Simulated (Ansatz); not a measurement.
Si, lonsdaleite, relaxed with r2SCAN in the PAW code Ansatz. Space group P6_3/mmc (No. 194), hexagonal; conventional cell a = 3.832 Å, c = 6.341 Å, 20.16 Å³ an atom. Si is surrounded by 4 Si at 2.35–2.37 Å.

The axes x, y and z are those of this cell:
```
Si
1.0
     3.83213    0.00000    0.00000
    -1.91606    3.31872    0.00000
     0.00000    0.00000    6.34122
Si
4
Direct
  0.33333 0.66667 0.00056
  0.66667 0.33333 0.50056
  0.33333 0.66667 0.37444
  0.66667 0.33333 0.87444
```

Unstrained: With PBE the valence top lies at Γ and the conduction bottom at M, 0.425 eV higher; the smallest vertical gap, at Γ, is 1.037 eV. The r2SCAN gap is indirect, 0.608 eV (Γ to M), below the direct gap of 1.362 eV at Γ. The HSE06 gap is indirect, 0.972 eV (Γ to M), below the direct gap of 1.696 eV at Γ. Meshes: PBE 12×12×4, r2SCAN 12×12×4, HSE06 6×6×4. Strains are changes of length per length. After each strain the atoms were relaxed again with r2SCAN within the symmetry that the strain leaves, so tilts or polar shifts that break it weren't tested; points keep the names that they have in the unstrained zone. Spin-unpolarised throughout; all numbers are computed.

**Question.** Estimate what uniaxial +2.0 % along z, other directions held does to the gap.

**Answer.** PBE: the gap goes from 0.425 to 0.526 eV (+0.101 eV); with r2SCAN the top three valence levels at Γ, grouped 2+1 from the top over 377 meV, become 2+1 over 512 meV. r2SCAN: the gap goes from 0.608 to 0.712 eV (+0.104 eV). HSE06: the gap goes from 0.972 to 1.076 eV (+0.104 eV). The r2SCAN energy rises by 5.5 meV an atom.

**Question.** Estimate what uniaxial -3.0 % along z, other directions held does to the gap.

**Answer.** PBE: the gap goes from 0.425 to 0.256 eV (-0.169 eV); with r2SCAN the top three valence levels at Γ, grouped 2+1 from the top over 377 meV, become 2+1 over 143 meV. r2SCAN: the gap goes from 0.608 to 0.433 eV (-0.175 eV). HSE06: the gap goes from 0.972 to 0.797 eV (-0.175 eV). The r2SCAN energy rises by 13.4 meV an atom.

**Question.** Estimate what uniaxial +1.0 % along z, other directions held does to the gap.

**Answer.** PBE: the gap goes from 0.425 to 0.477 eV (+0.052 eV); with r2SCAN the top three valence levels at Γ, grouped 2+1 from the top over 377 meV, become 2+1 over 447 meV. r2SCAN: the gap goes from 0.608 to 0.661 eV (+0.053 eV). HSE06: the gap goes from 0.972 to 1.025 eV (+0.053 eV). The r2SCAN energy rises by 1.4 meV an atom.

**Question.** Estimate what uniaxial +4.0 % along z, other directions held does to the gap.

**Answer.** PBE: the gap goes from 0.425 to 0.521 eV (+0.096 eV); the edges go from Γ → M to Γ → (0, 0.445, 0.370); with r2SCAN the top three valence levels at Γ, grouped 2+1 from the top over 377 meV, become 2+1 over 627 meV. r2SCAN: the gap goes from 0.608 to 0.733 eV (+0.125 eV); the edges go from Γ → M to Γ → (0, 0.445, 0.370). HSE06: the gap goes from 0.972 to 1.094 eV (+0.122 eV); the edges go from Γ → M to Γ → (0, 0.445, 0.370). The r2SCAN energy rises by 21.3 meV an atom.

**Question.** Estimate what uniaxial -4.0 % along z, other directions held does to the gap.

**Answer.** PBE: the gap goes from 0.425 to 0.193 eV (-0.232 eV); with r2SCAN the top three valence levels at Γ, grouped 2+1 from the top over 377 meV, become 2+1 over 58 meV. r2SCAN: the gap goes from 0.608 to 0.369 eV (-0.239 eV). HSE06: the gap goes from 0.972 to 0.733 eV (-0.239 eV). The r2SCAN energy rises by 24.2 meV an atom.

**Question.** Estimate what uniaxial -2.0 % along z, other directions held does to the gap.

**Answer.** PBE: the gap goes from 0.425 to 0.315 eV (-0.110 eV); with r2SCAN the top three valence levels at Γ, grouped 2+1 from the top over 377 meV, become 2+1 over 224 meV. r2SCAN: the gap goes from 0.608 to 0.494 eV (-0.114 eV). HSE06: the gap goes from 0.972 to 0.858 eV (-0.114 eV). The r2SCAN energy rises by 5.9 meV an atom.

**Question.** Estimate what uniaxial +3.0 % along z, other directions held does to the gap.

**Answer.** PBE: the gap goes from 0.425 to 0.559 eV (+0.134 eV); the edges go from Γ → M to Γ → (0, 0.424, 0.357); with r2SCAN the top three valence levels at Γ, grouped 2+1 from the top over 377 meV, become 2+1 over 572 meV. r2SCAN: the gap goes from 0.608 to 0.762 eV (+0.154 eV). HSE06: the gap goes from 0.972 to 1.126 eV (+0.154 eV). The r2SCAN energy rises by 12.2 meV an atom.

**Question.** Estimate what uniaxial -1.0 % along z, other directions held does to the gap.

**Answer.** PBE: the gap goes from 0.425 to 0.371 eV (-0.054 eV); with r2SCAN the top three valence levels at Γ, grouped 2+1 from the top over 377 meV, become 2+1 over 303 meV. r2SCAN: the gap goes from 0.608 to 0.552 eV (-0.056 eV). HSE06: the gap goes from 0.972 to 0.916 eV (-0.056 eV). The r2SCAN energy rises by 1.4 meV an atom.

Where an edge lies off the special points, it is a point of the mesh or the k point where a search put PBE's edge or least direct gap, reused for the other functionals, whose own edges may lie a little apart.

The meshes of the hybrids are coarse, so their gaps aren't converged to the digits shown.

The splittings at Γ are without spin-orbit coupling, which regroups them where it is of like size or larger.
